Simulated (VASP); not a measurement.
Here is a VASP 6.6.1 calculation.

The input INCAR:

```
SYSTEM = CdTe
PREC = Accurate
ENCUT = 520
EDIFF = 1E-7
ISMEAR = 0
SIGMA = 0.02
LREAL = .False.
LASPH = .True.
NELM = 80
ALGO = Normal
ISIF = 2
LWAVE = .False.
LCHARG = .True.
GGA = PS
LELF = .True.
```

Contents of KPOINTS:

```
Automatic mesh
0
Gamma
  7 7 7
  0 0 0
```

The input POSCAR:

```
CdTe
1.0
    0.0000000000      3.2050000000      3.2050000000
    3.2050000000      0.0000000000      3.2050000000
    3.2050000000      3.2050000000      0.0000000000
Te Cd
1 1
Direct
    0.7500000000      0.7500000000      0.7500000000
    0.0000000000      0.0000000000      0.0000000000
```

Potentials or basis: VASP PAW PBE potentials, release 64 (Te, Cd).

Command:

```bash
$ cat potpaw_PBE.64/Te/POTCAR potpaw_PBE.64/Cd/POTCAR > POTCAR
$ mpirun -np 1 vasp_std > vasp.out
```

Task: Predict the pressure.

Result: 1.9 GPa.

Task: Estimate the band gap on the k mesh.

Result: 0.76 eV, direct.

Caveat: the PAW data sets were made with another functional, which shifts forces and pressure a little; spin-orbit coupling is left out, which moves the levels of the heavy elements.

**What was measured.**

From a printed reference work, data compilation, for a bulk crystal of CdTe at 0 K: band gap 1.607 eV.

A measured gap of CdTe is 1.607 eV (0 K; a printed reference work, data compilation); the calculated 0.76 eV misses it by -0.85 eV. Spin-orbit coupling on Cd, Te is left out. The value is that of PBEsol, without temperature or zero-point motion. Semilocal functionals fall short of measured gaps as a rule.
